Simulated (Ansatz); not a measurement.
# AlCo (Pm-3m) in Ansatz: further runs, part 2 of 2

Ansatz 0.2.0. The steps go on from the part before.

## (5) Relaxation of cell and atoms, PBEsol, collinear spin, ferromagnetic start, target pressure 10 GPa, at which the enthalpy is minimised

input.yaml reads:

```yaml
crystal:
  lattice:
    - [2.81940321, 0.0, 0.0]
    - [0.0, 2.81940321, 0.0]
    - [0.0, 0.0, 2.81940321]
  atoms:
    - { symbol: Co, position: [0.5, 0.5, 0.5], spin: 2.0 }
    - { symbol: Al, position: [0.0, 0.0, 0.0] }
hamiltonian:
  xc: pbesol
  pseudopotentials: { kind: paw }
magnetization:
  spin_polarized: true
kpoints:
  mp_grid: { grid: [9, 9, 9] }
scf:
  occupations: { method: fermi_dirac, width: 0.05 }
output:
  forces: true
  stress: true
  eigenvalues: true
relax:
  f_tol: 0.01
  max_steps: 40
  cell: { stress_tol: 0.05, p_target: 10.0 }
```

Potentials or basis: Ansatz PAW.

Run with:

```
$ ansatz run input.yaml --threads 2 --pin off --max-ram 5632MiB --backend cpu --events-out ev --progress --plain --runs-dir out
```

Standard output:

```text
Warning: RAYON_NUM_THREADS=2 ignored (pool sized by the plan → 2); use --threads N
Engine: ansatz 0.2.0, x86_64-unknown-linux-gnu
Pseudopotentials: kind: paw
Pseudopotential: Co, paw, valence charge 17, recommended cutoff 420 eV (normal), Co.paw.azcp
Pseudopotential: Al, paw, valence charge 3, recommended cutoff 420 eV (normal), Al.paw.azcp
Functional definition: PBEsol
  exchange = pbesol_x
  correlation = pbesol_c
Crystal: 2 atoms, lattice volume = 22.412 Å³
Basis set: ecut = 420 eV, 461 PW (Γ), exchange–correlation on 40×40×40 points (8 copies of the dense FFT grid, shifted against one another)
Bands: 15, of which v1, the nominal top of the filled ones, is band 10 counted from 1 (9 counted from 0)
Symmetry: 48 space group operations
Space group: Pm-3m (ITA 221), of the structure as read, at distance tolerance 2.8e-5 Å
Magnetic group: BNS 221.92 (UNI 1594), of the structure as read, at distance tolerance 2.8e-5 Å
k-points: 35 of 729
Non-local potential: Co, projectors of the file, l = 0: 3, l = 1: 2, l = 2: 3, l = 3: 1
Non-local potential: Al, projectors of the file, l = 0: 2, l = 1: 2, l = 2: 1
PAW form: soft (Blöchl's): semilocal exchange-correlation on the pseudo side does not see the compensation charge
PAW frozen core: Co, regenerated for the run's functional, and the local potential with it (the file was generated under x = pbe(κ = 0.804, μ = 0.2195149727645171), c = pbe(β = 0.06672455060314922))
PAW frozen core: Al, regenerated for the run's functional, and the local potential with it (the file was generated under x = pbe(κ = 0.804, μ = 0.2195149727645171), c = pbe(β = 0.06672455060314922))
PAW one-centre angular grid: Co, 590 points (default); XC on 64 Gauss nodes
PAW one-centre angular grid: Al, 110 points (default); XC on 64 Gauss nodes
Initial density: superposition of atomic densities (chi_scale 0.1, normalization cell)
Starting moments: Σ|m| = 2 μB on 1 of 2 sites
Initial wavefunctions: pseudopotential atomic-orbital guess
Functional: x = pbesol(κ = 0.804, μ = 0.12345679012345678), c = pbesol(β = 0.046)
SCF iter   1: F=—  HF=-5617.525374 eV  |F-HF|=—  |Δ(HF+E_count)|=         —  Δρ=8.65e-2 (↑8.65e-2 ↓4.03e-2)  dr2=1.88e0  dr2_m=2.04e-1  M=1.336 μB ∫|m|=1.657 μB  β_m=0.30  ethr=3.10e-3  ⟨swp⟩=4.6  Hψ=4796  notcnv=0
Mixer restart at iter 1: flushing history
preconditioner: auto → none  [metal: Δε(μ)=0.008 eV  Ē_g=9.614 eV  σ=0.050 eV  W_gap=0.04  n_scr=6 (ndim 8)  ℏωp=27.2 eV  f_vac=0.000  D(μ)=2.36/eV (n_scr^D=26)  sad-step TF]
SCF iter   2: F=—  HF=-5616.856233 eV  |F-HF|=—  |Δ(HF+E_count)|=   6.69e-1  Δρ=3.92e-2 (↑3.10e-2 ↓3.92e-2)  dr2=1.59e-1  dr2_m=2.18e-1  M=1.205 μB ∫|m|=1.540 μB  β_m=0.34  ethr=3.10e-3  ⟨swp⟩=2.4  Hψ=2392  notcnv=0  defer=40
SCF iter   3: F=—  HF=-5618.150307 eV  |F-HF|=—  |Δ(HF+E_count)|=         —  Δρ=2.01e-1 (↑2.01e-1 ↓1.38e-1)  dr2=6.85e-1  dr2_m=5.79e0  M=0.016 μB ∫|m|=0.109 μB  β_m=1.00  ethr=7.95e-4  ⟨swp⟩=2.6  Hψ=1762  notcnv=0  defer=42
Mixer restart at iter 3: flushing history
SCF iter   4: F=—  HF=-5620.737214 eV  |F-HF|=—  |Δ(HF+E_count)|=    2.59e0  Δρ=1.96e-1 (↑1.86e-1 ↓1.96e-1)  dr2=2.12e1  dr2_m=4.74e-3  M=0.026 μB ∫|m|=0.050 μB  β_m=0.34  ethr=2.50e-4  ⟨swp⟩=4.1  Hψ=3301  notcnv=0  defer=29
[... 88 lines left out ...]
iter 1 solved again at ethr=4.15e-9 eV; its pass at ethr=3.10e-3 eV (dr2=8.29e-7 eV) is discarded
SCF iter   1: F=—  HF=-5618.749013 eV  |F-HF|=—  |Δ(HF+E_count)|=         —  Δρ=8.15e-7 (↑8.15e-7 ↓8.01e-7)  dr2=4.00e-10  dr2_m=2.66e-13  M=-0.000 μB ∫|m|=0.000 μB  β_m=0.65  ethr=4.15e-9  ⟨swp⟩=4.0  Hψ=8410  notcnv=0
SCF iter   2: F=—  HF=-5618.749013 eV  |F-HF|=—  |Δ(HF+E_count)|=  5.87e-10  Δρ=1.04e-6 (↑1.03e-6 ↓1.04e-6)  dr2=4.67e-10  dr2_m=3.87e-14  M=-0.000 μB ∫|m|=0.000 μB  β_m=0.30  ethr=2.00e-12  ⟨swp⟩=2.6  Hψ=1871  notcnv=0
SCF iter   3: F=—  HF=-5618.749013 eV  |F-HF|=—  |Δ(HF+E_count)|=  3.11e-10  Δρ=1.16e-7 (↑1.16e-7 ↓1.14e-7)  dr2=9.29e-12  dr2_m=7.08e-14  M=-0.000 μB ∫|m|=0.000 μB  β_m=0.55  ethr=2.00e-12  ⟨swp⟩=2.6  Hψ=1695  notcnv=0
SCF iter   4: F=—  HF=-5618.749013 eV  |F-HF|=—  |Δ(HF+E_count)|=  1.96e-10  Δρ=2.44e-7 (↑2.40e-7 ↓2.44e-7)  dr2=3.81e-11  dr2_m=8.95e-16  M=0.000 μB ∫|m|=0.000 μB  β_m=0.55  ethr=1.00e-12  ⟨swp⟩=1.0  Hψ=1050  notcnv=0
SCF iter   5: F=—  HF=-5618.749013 eV  |F-HF|=—  |Δ(HF+E_count)|=  6.64e-11  Δρ=7.41e-8 (↑6.80e-8 ↓7.41e-8)  dr2=3.45e-12  dr2_m=1.48e-14  M=0.000 μB ∫|m|=0.000 μB  β_m=0.77  ethr=1.00e-12  ⟨swp⟩=2.2  Hψ=1310  notcnv=0
SCF iter   6: F=-5618.749013 eV  HF=-5618.749013 eV  |F-HF|=0.00e0  |Δ(HF+E_count)|=  1.82e-12  Δρ=2.11e-8 (↑2.05e-8 ↓2.11e-8)  dr2=3.24e-13  dr2_m=6.63e-16  M=0.000 μB ∫|m|=0.000 μB  ethr=1.00e-12  ⟨swp⟩=3.9  Hψ=3745  notcnv=0
the starting moments were not kept: the SCF closed with an absolute magnetisation of 7.0e-9 μB, where they sum to 2 μB in size (1 site). That is at most 0.1 of that sum. Measured as dr2_m measures the in/out step, that magnetisation stands 4.8e-17 eV from none, at or under the dr2_threshold of 2.0e-11 eV: it is no larger than a step whose dr2_m would equal this threshold.
SCF 7 converged in 6 iterations: F = -5618.749013 eV  dr2 = 3.24e-13
relax step   7: F+E_penalty+E_count = -5618.74901343 eV  Δ(F+E_penalty+E_count) = -5.667e-9 eV  max|allowed force component| = 5.049e-29 eV/Å  Δτ_max = 0.0000 Å  P = +9.999 GPa  Ω = 21.461 Å³  stress off target by 5.12e-4 GPa  SCF on the basis re-selected at this cell (its energy is not comparable with the rows above)  (6 SCF iters)
basis re-selected at this cell: Δ(F+E_penalty+E_count) = -5.667e-9 eV, ΔP = -0.001 GPa vs the last step (what re-selecting the basis moved, of the pressure what is left beyond the Pulay correction that the steps carried, after the strain that the cell walked since its last selection, with what the two solves' SCF thresholds leave and, on support functions, any second-order correction that the steps lacked; it is no measure of the basis error at this ecutwfc). This SCF's stress stands 5.12e-4 GPa from its target on what of the cell is left free (relax.cell.stress_tol is 5.00e-2 GPa) and its largest allowed force component is 5.05e-29 eV/Å (relax.f_tol is 1.00e-2 eV/Å): within both
SCF converged after 6 iterations
Magnetization: 0.0000 μB (10.0000 up, 10.0000 down)
Absolute magnetization: 0.0000 μB (∫|ρ↑−ρ↓|, with the PAW one-centre terms)
Spin contamination: 0.0000 ħ² per cell (⟨S²⟩ above its minimum at these occupations)
Per-site moments (μB) at R_I (Å): [(4.55653764666522e-9, 0.9927385438774898), (-9.63638966777372e-10, 0.9927385438774898)]
Free energy (F): -5618.749013 eV
Harris-Foulkes:  -5618.749013 eV  (|F-HF|=0.00e0)
Internal energy: -5618.745182 eV  (E = F + TS)
E sigma→0 (E₀):  -5618.747098 eV
Entropy (-TS):   -0.003831 eV (-1.916 meV/atom)
Fermi energy:    15.702130 eV
--- Per-component energies (eV) ---
  E_band       = -261.687087
  E_kinetic    = 487.446935
  E_local      = -3579.664514  (includes V_loc(G=0)·N_el)
  E_nonlocal   = 468.770804
  E_hartree    = 1548.466040
  E_xc         = -200.641689
  E_vxc        = -238.213410  (∫ρ·V_xc dr)
  E_paw        = -1940.807998  (= ΣΔE_a)
  E_vpaw       = -496.958987  (= ΣTr[D̂ρ^β])
  E_aug_tail   = 0.000049  (compensation charges beyond the density's cutoff)
  E_ewald      = -2402.522368
  E_core_change = 0.207558  (= ΣΔE_core)
  E_smearing   = -0.003831  (= −TS)
  E_closure    = 0.000000  (closes the sum)
  Σ components = -5618.749013   (vs F -5618.749013, Δ=0.00e0)
--- Forces (eV/Å), atoms counted from 1 ---
  atom   1  Co     0.00000000     0.00000000     0.00000000
  atom   2  Al     0.00000000     0.00000000     0.00000000
  max |Σ_I F_I| component: 1.01e-28 eV/Å
--- Stress (GPa, compression-positive) ---
        9.999488      -0.000000       0.000000
       -0.000000       9.999488      -0.000000
        0.000000      -0.000000       9.999488
  P = ⅓ Tr σ = 9.9995 GPa (99.995 kbar)
--- Band table (eV; the first three rows and the last of 70) ---
  k-point 0 ↑: bands = ["-78.8347", "-42.2660", "-42.2660", "-42.2660", "4.0869", "12.3504", "12.3504", "14.8017", "14.8017", "14.8017", "22.0257", "22.0257", "22.0257", "24.7403", "24.7403"]
  k-point 1 ↑: bands = ["-78.8342", "-42.2729", "-42.2655", "-42.2655", "4.3340", "12.3261", "12.4219", "14.6655", "14.6655", "14.8166", "20.1823", "22.3656", "22.3656", "24.6865", "26.4284"]
  k-point 2 ↑: bands = ["-78.8328", "-42.2905", "-42.2641", "-42.2641", "5.0633", "12.0812", "12.6098", "14.3520", "14.3520", "14.8546", "17.8595", "23.2939", "23.2939", "24.5346", "28.3444"]
  k-point 34 ↓: bands = ["-78.8218", "-42.3119", "-42.3119", "-42.3119", "11.2244", "11.4826", "11.4826", "15.2544", "15.2544", "16.9204", "18.1534", "18.1534", "20.5193", "21.8323", "21.8323"]
--- Relaxed structure (5 steps of the walk, 5 accepted, 2 SCFs on fresh bases) ---
  F+E_penalty+E_count = -5618.74901343 eV   max|allowed force component| = 5.049e-29 eV/Å   (the final SCF, on the basis selected at the relaxed cell)
  cell:  # Å, volume = 21.4606 Å³
    - [2.778947226873144, -2.8888949165808538e-34, 5.7777898331617076e-34]
    - [-1.6049416203226964e-34, 2.778947226873144, 0.0]
    - [4.493836536903551e-34, 0.0, 2.778947226873144]
  atoms:
    - { symbol: Co, position: [0.49999999999999994, 0.49999999999999994, 0.49999999999999994] }
    - { symbol: Al, position: [2.1631450711237992e-34, -6.830984435134224e-35, -1.1384974058560489e-35] }
```

Wall time 6.2 s (2 threads of Intel Xeon Platinum 8488C (Sapphire Rapids), shared host); peak memory 0.35 GiB.

Results:

* Free energy: -5618.7490 eV
* Relaxed volume: 10.73 Å³/atom
* Relaxed cell: a = 2.779 Å, b = 2.779 Å, c = 2.779 Å, α = 90.00°, β = 90.00°, γ = 90.00°
* Space group after relaxing (to 0.05 Å): Pm-3m (No. 221)
* Energy change on relaxing (the enthalpy is what falls): +15.3 meV/atom
* Ionic steps: 7
* Pressure after relaxing: 10.0 GPa
* Band gap on the k mesh: none (metal or under the smearing width)
* Net moment: 0.00 μB per cell
* Absolute moment: 0.00 μB per cell

The path:
| step | energy change (eV) | largest force (eV/Å) | volume (Å³) |
| --- | --- | --- | --- |
| 1 | 0.0000 | 0.0000 | 22.41 |
| 2 | 0.0120 | 0.0000 | 21.82 |
| 3 | 0.0312 | 0.0000 | 21.44 |
| 4 | 0.0297 | 0.0000 | 21.47 |
| 5 | 0.0303 | 0.0000 | 21.47 |
| 6 | 0.0306 | 0.0000 | 21.46 |
| 7 | 0.0306 | 0.0000 | 21.46 |

Final structure:
```
Co Al
1.0
     2.77895    0.00000    0.00000
     0.00000    2.77895    0.00000
     0.00000    0.00000    2.77895
Co Al
1 1
Cartesian
  1.3895 1.3895 1.3895
  0.0000 0.0000 0.0000
```

Caveat: the starting moments collapsed, and a magnetic state may lie lower; the plane-wave basis is chosen anew once the cell has moved, so the energies of steps on either side of that aren't comparable; the PAW data sets come from PBE, with cores solved anew for the run's functional, which leaves a small shift of forces and pressure; the starting moments weren't kept.

## (6) Relaxation of cell and atoms, PBEsol, collinear spin, ferromagnetic start, target pressure 20 GPa, at which the enthalpy is minimised

Changes to input.yaml since step 5:

```diff
@@ -24,2 +24,2 @@
   max_steps: 40
-  cell: { stress_tol: 0.05, p_target: 10.0 }
+  cell: { stress_tol: 0.05, p_target: 20.0 }
```

Potentials or basis: Ansatz PAW.

Run with:

```
$ ansatz run input.yaml --threads 2 --pin off --max-ram 5632MiB --backend cpu --events-out ev --progress --plain --runs-dir out
```

Standard output:

```text
Warning: RAYON_NUM_THREADS=2 ignored (pool sized by the plan → 2); use --threads N
[... 7 set-up lines as earlier in the session ...]
Crystal: 2 atoms, lattice volume = 22.412 Å³
Basis set: ecut = 420 eV, 461 PW (Γ), exchange–correlation on 40×40×40 points (8 copies of the dense FFT grid, shifted against one another)
Bands: 15, of which v1, the nominal top of the filled ones, is band 10 counted from 1 (9 counted from 0)
[... 2 set-up lines as earlier in the session ...]
Magnetic group: BNS 221.92 (UNI 1594), of the structure as read, at distance tolerance 2.8e-5 Å
k-points: 35 of 729
[... 8 set-up lines as earlier in the session ...]
Starting moments: Σ|m| = 2 μB on 1 of 2 sites
[... 2 set-up lines as earlier in the session ...]
SCF iter   1: F=—  HF=-5617.525374 eV  |F-HF|=—  |Δ(HF+E_count)|=         —  Δρ=8.65e-2 (↑8.65e-2 ↓4.03e-2)  dr2=1.88e0  dr2_m=2.04e-1  M=1.336 μB ∫|m|=1.657 μB  β_m=0.30  ethr=3.10e-3  ⟨swp⟩=4.6  Hψ=4796  notcnv=0
Mixer restart at iter 1: flushing history
preconditioner: auto → none  [metal: Δε(μ)=0.008 eV  Ē_g=9.614 eV  σ=0.050 eV  W_gap=0.04  n_scr=6 (ndim 8)  ℏωp=27.2 eV  f_vac=0.000  D(μ)=2.36/eV (n_scr^D=26)  sad-step TF]
SCF iter   2: F=—  HF=-5616.856233 eV  |F-HF|=—  |Δ(HF+E_count)|=   6.69e-1  Δρ=3.92e-2 (↑3.10e-2 ↓3.92e-2)  dr2=1.59e-1  dr2_m=2.18e-1  M=1.205 μB ∫|m|=1.540 μB  β_m=0.34  ethr=3.10e-3  ⟨swp⟩=2.4  Hψ=2392  notcnv=0  defer=40
SCF iter   3: F=—  HF=-5618.150307 eV  |F-HF|=—  |Δ(HF+E_count)|=         —  Δρ=2.01e-1 (↑2.01e-1 ↓1.38e-1)  dr2=6.85e-1  dr2_m=5.79e0  M=0.016 μB ∫|m|=0.109 μB  β_m=1.00  ethr=7.95e-4  ⟨swp⟩=2.6  Hψ=1762  notcnv=0  defer=42
Mixer restart at iter 3: flushing history
[... 103 lines left out ...]
SCF converged after 6 iterations
Magnetization: -0.0000 μB (10.0000 up, 10.0000 down)
Absolute magnetization: 0.0000 μB (∫|ρ↑−ρ↓|, with the PAW one-centre terms)
Spin contamination: 0.0000 ħ² per cell (⟨S²⟩ above its minimum at these occupations)
Per-site moments (μB) at R_I (Å): [(-2.530404337948807e-9, 0.9798335476264113), (-2.232513660183378e-10, 0.9798335476264113)]
Free energy (F): -5618.672512 eV
Harris-Foulkes:  -5618.672512 eV  (|F-HF|=9.09e-13)
Internal energy: -5618.669082 eV  (E = F + TS)
E sigma→0 (E₀):  -5618.670797 eV
Entropy (-TS):   -0.003430 eV (-1.715 meV/atom)
Fermi energy:    16.446514 eV
--- Per-component energies (eV) ---
  E_band       = -248.990611
  E_kinetic    = 489.637705
  E_local      = -3530.750782  (includes V_loc(G=0)·N_el)
  E_nonlocal   = 469.125007
  E_hartree    = 1529.997416
  E_xc         = -201.449225
  E_vxc        = -239.259205  (∫ρ·V_xc dr)
  E_paw        = -1941.271778  (= ΣΔE_a)
  E_vpaw       = -497.738201  (= ΣTr[D̂ρ^β])
  E_aug_tail   = 0.000048  (compensation charges beyond the density's cutoff)
  E_ewald      = -2434.165030
  E_core_change = 0.207558  (= ΣΔE_core)
  E_smearing   = -0.003430  (= −TS)
  E_closure    = -0.000000  (closes the sum)
  Σ components = -5618.672512   (vs F -5618.672512, Δ=0.00e0)
--- Forces (eV/Å), atoms counted from 1 ---
  atom   1  Co    -0.00000000    -0.00000000    -0.00000000
  atom   2  Al    -0.00000000    -0.00000000     0.00000000
  max |Σ_I F_I| component: 2.36e-29 eV/Å
--- Stress (GPa, compression-positive) ---
       19.999030       0.000000      -0.000000
        0.000000      19.999030      -0.000000
       -0.000000      -0.000000      19.999030
  P = ⅓ Tr σ = 19.9990 GPa (199.990 kbar)
--- Band table (eV; the first three rows and the last of 70) ---
  k-point 0 ↑: bands = ["-78.1593", "-41.5906", "-41.5906", "-41.5906", "4.5472", "12.8869", "12.8869", "15.4877", "15.4877", "15.4877", "22.9796", "22.9796", "22.9796", "25.6457", "25.6457"]
  k-point 1 ↑: bands = ["-78.1585", "-41.5987", "-41.5900", "-41.5900", "4.8015", "12.8665", "12.9625", "15.3447", "15.3447", "15.5037", "21.0860", "23.3286", "23.3286", "25.5795", "27.3990"]
  k-point 2 ↑: bands = ["-78.1569", "-41.6193", "-41.5884", "-41.5884", "5.5511", "12.6343", "13.1615", "15.0154", "15.0154", "15.5442", "18.7128", "24.2776", "24.2776", "25.3929", "29.4183"]
  k-point 34 ↓: bands = ["-78.1436", "-41.6442", "-41.6442", "-41.6442", "11.7654", "12.0215", "12.0215", "15.9667", "15.9667", "17.6637", "18.9206", "18.9206", "21.6121", "22.7990", "22.7990"]
--- Relaxed structure (5 steps of the walk, 5 accepted, 2 SCFs on fresh bases) ---
  F+E_penalty+E_count = -5618.67251203 eV   max|allowed force component| = 1.134e-29 eV/Å   (the final SCF, on the basis selected at the relaxed cell)
  cell:  # Å, volume = 20.6345 Å³
    - [2.742822605978834, 6.419766481290785e-35, -1.2839532962581572e-34]
    - [4.172848212839011e-34, 2.742822605978834, 7.222237291452134e-35]
    - [3.209883240645393e-35, 6.419766481290786e-35, 2.742822605978834]
  atoms:
    - { symbol: Co, position: [0.5, 0.5, 0.5] }
    - { symbol: Al, position: [2.163145071124622e-34, -6.830984435128982e-35, 1.1384974058546579e-35] }
```

It took 6.2 s on 2 threads of Intel Xeon Platinum 8488C (Sapphire Rapids), shared host; peak memory 0.36 GiB.

What came out:

```
Free energy                                            : -5618.6725 eV
Relaxed volume                                         : 10.32 Å³/atom
Relaxed cell                                           : a = 2.743 Å, b = 2.743 Å, c = 2.743 Å, α = 90.00°, β = 90.00°, γ = 90.00°
Space group after relaxing (to 0.05 Å)                 : Pm-3m (No. 221)
Energy change on relaxing (the enthalpy is what falls) : +53.5 meV/atom
Ionic steps                                            : 7
Pressure after relaxing                                : 20.0 GPa
Band gap on the k mesh                                 : none (metal or under the smearing width)
Net moment                                             : 0.00 μB per cell
Absolute moment                                        : 0.00 μB per cell
```

The path:
```
step  energy change (eV)  largest force (eV/Å)  volume (Å³)
   1              0.0000                0.0000        22.41
   2              0.0485                0.0000        21.20
   3              0.1144                0.0000        20.57
   4              0.1052                0.0000        20.64
   5              0.1061                0.0000        20.64
   6              0.1071                0.0000        20.63
   7              0.1071                0.0000        20.63
```

Final structure:
```cif
data_structure
_symmetry_space_group_name_H-M 'P 1'
_symmetry_Int_Tables_number 1
_cell_length_a 2.7428
_cell_length_b 2.7428
_cell_length_c 2.7428
_cell_angle_alpha 90.000
_cell_angle_beta 90.000
_cell_angle_gamma 90.000
_cell_volume 20.63
loop_
_atom_site_label
_atom_site_type_symbol
_atom_site_fract_x
_atom_site_fract_y
_atom_site_fract_z
_atom_site_occupancy
Co1 Co 0.50000 0.50000 0.50000 1
Al1 Al 0.00000 0.00000 0.00000 1
```

Caveat: the starting moments collapsed, and a magnetic state may lie lower; the plane-wave basis is chosen anew once the cell has moved, so the energies of steps on either side of that aren't comparable; the PAW data sets come from PBE, with cores solved anew for the run's functional, which leaves a small shift of forces and pressure; the starting moments weren't kept.

## (7) Relaxation of cell and atoms, PBEsol, collinear spin, ferromagnetic start, target pressure 30 GPa, at which the enthalpy is minimised

Changes to input.yaml since step 6:

```diff
@@ -24,2 +24,2 @@
   max_steps: 40
-  cell: { stress_tol: 0.05, p_target: 20.0 }
+  cell: { stress_tol: 0.05, p_target: 30.0 }
```

Run with:

```
$ ansatz run input.yaml --threads 2 --pin off --max-ram 5632MiB --backend cpu --events-out ev --progress --plain --runs-dir out
```

Run time: 7.1 s. Hardware: 2 threads of Intel Xeon Platinum 8488C (Sapphire Rapids), shared host; peak memory 0.35 GiB.

It converged, with:

| Property | Result |
| --- | --- |
| Free energy | -5618.5654 eV |
| Relaxed volume | 9.97 Å³/atom |
| Relaxed cell | a = 2.712 Å, b = 2.712 Å, c = 2.712 Å, α = 90.00°, β = 90.00°, γ = 90.00° |
| Space group after relaxing (to 0.05 Å) | Pm-3m (No. 221) |
| Energy change on relaxing (the enthalpy is what falls) | +107.1 meV/atom |
| Ionic steps | 8 |
| Pressure after relaxing | 30.0 GPa |
| Band gap on the k mesh | none (metal or under the smearing width) |
| Net moment | 0.00 μB per cell |
| Absolute moment | 0.00 μB per cell |

The path:
```tsv
step	energy change (eV)	largest force (eV/Å)	volume (Å³)
1	0.0000	0.0000	22.41
2	0.1115	0.0000	20.59
3	0.2334	0.0000	19.84
4	0.2112	0.0000	19.95
5	0.2121	0.0000	19.95
6	0.2133	0.0000	19.95
7	0.2142	0.0000	19.94
8	0.2142	0.0000	19.94
```

Final structure:
```
CELL_PARAMETERS angstrom
2.71190 0.00000 0.00000
0.00000 2.71190 0.00000
0.00000 0.00000 2.71190
ATOMIC_POSITIONS crystal
Co 0.50000 0.50000 0.50000
Al 0.00000 0.00000 0.00000
```

Levels at points of the mesh, in eV from the Fermi level:
Spin up:
| k point | band 8 | band 9 | band 10 | band 11 | band 12 | band 13 |
| --- | --- | --- | --- | --- | --- | --- |
| (0.00, 0.00, 0.00) | -1.01 | -1.01 | -1.01 | 6.72 | 6.72 | 6.72 |
Spin down:
| k point | band 7 | band 8 | band 9 | band 10 | band 11 | band 12 | band 13 | band 14 |
| --- | --- | --- | --- | --- | --- | --- | --- | --- |
| (0.00, 0.00, 0.00) | -3.75 | -1.01 | -1.01 | -1.01 | 6.72 | 6.72 | 6.72 | 9.34 |

Caveat: the starting moments collapsed, and a magnetic state may lie lower; the plane-wave basis is chosen anew once the cell has moved, so the energies of steps on either side of that aren't comparable; the PAW data sets come from PBE, with cores solved anew for the run's functional, which leaves a small shift of forces and pressure; the starting moments weren't kept.
